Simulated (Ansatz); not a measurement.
# InP: where the heat goes in a short trajectory

All numbers below come from Ansatz 0.2.0, DFT PBE, scalar-relativistic, plane waves, PAW. Cutoff 420 eV, shifted (0.5, 0.5, 0.5 steps) 2×2×2 k-points, Fermi–Dirac smearing of 0.13 eV. The mesh is coarse. No spin polarisation.

16 atoms start on the lattice sites below (V = 465.8 Å³, 1.10 times the source cell's; static pressure -4.52 GPa, largest force component 0.01 eV/Å) with velocities drawn for 1500 K; Langevin thermostat aiming at the same temperature, at which the real crystal may have melted, fixed cell, 172 steps of 3 fs.

```
CELL_PARAMETERS angstrom
-6.15246 -6.15246 0.00000
0.00000 -6.15246 6.15246
-6.15246 0.00000 6.15246
ATOMIC_POSITIONS crystal
In 0.50000 0.00000 0.00000
In 0.00000 0.00000 0.00000
In 0.50000 0.50000 0.00000
In 0.00000 0.50000 0.00000
In 0.50000 0.00000 0.50000
In 0.00000 0.00000 0.50000
In 0.50000 0.50000 0.50000
In 0.00000 0.50000 0.50000
P 0.37500 0.37500 0.37500
P 0.87500 0.37500 0.37500
P 0.37500 0.87500 0.37500
P 0.87500 0.87500 0.37500
P 0.37500 0.37500 0.87500
P 0.87500 0.37500 0.87500
P 0.37500 0.87500 0.87500
P 0.87500 0.87500 0.87500
```

```csv
t (fs),T (K),kinetic energy (meV/atom),potential energy over the first frame (meV/atom),P with the kinetic part (GPa)
0.0,1406,181.8,0.0,-3.85
36.0,816,105.5,83.9,-3.33
72.0,751,97.1,137.1,-2.82
108.0,1341,173.3,126.3,-2.53
144.0,1150,148.7,178.5,-2.42
180.0,1308,169.1,157.5,-2.66
216.0,1516,195.9,120.4,-3.24
252.0,1423,184.0,160.7,-3.12
288.0,1494,193.1,201.4,-3.13
324.0,1275,164.8,187.9,-3.07
360.0,1514,195.7,152.5,-3.39
396.0,1518,196.2,156.3,-3.35
432.0,1539,199.0,156.9,-3.12
468.0,1204,155.6,182.4,-3.14
504.0,1173,151.7,182.7,-3.01
```

T counts 3N degrees of freedom. Means over every step of the second half, not only the rows shown: T = 1385 K, kinetic energy 179.0 meV/atom, potential energy 175.3 meV/atom, P = -3.16 GPa.

Task: Does the potential energy follow equipartition for harmonic vibrations?

Result: In a harmonic crystal each vibration holds as much potential as kinetic energy on average; T is counted on all 3N degrees of freedom here, and the thermostat also drives the centre of mass, which has no potential energy, so the share is (N − 1)/N of the kinetic energy, 167.8 meV/atom. The run has 175.3, a ratio of 1.04. That is near one, as for a crystal vibrating about its sites. So short a run gives a rough mean. Electronic entropy is part of the potential energy at this smearing.

Task: Split the rise of pressure into the kinetic part and the rest. Can a thermal Grüneisen parameter be estimated?

Result: The program counts the kinetic part as N k_B T/V = 0.66 GPa. The pressure lies 1.36 GPa over the static one in all, so the forces add 0.70 GPa. For a harmonic mode with ω ∝ V^(−γ) and an amplitude that scales with the cell, the forces add (2γ − 2/3)U/V, which needs no equipartition; when U equals the kinetic energy K, this and the kinetic part 2K/(3V) sum to the Mie–Grüneisen γE_th/V. With U = N × 175.3 meV, γ = 1/3 + V ΔP_forces/(2U) = 0.70, for harmonic vibrations a mean over the modes weighted by their potential energy, for uniform scaling of the cell (in a layered or otherwise anisotropic crystal this differs from γ under hydrostatic pressure). Most solids fall between 1 and 3, and tetrahedral, framework and layered ones often lower; anharmonic motion and pressure swings in a cell of 16 atoms make this value uncertain by tenths or more.

Cost: 1 run of about 46 core-minutes (earlier runs that led there not counted), on Intel Xeon Processor @ 2.70GHz (shared hosts).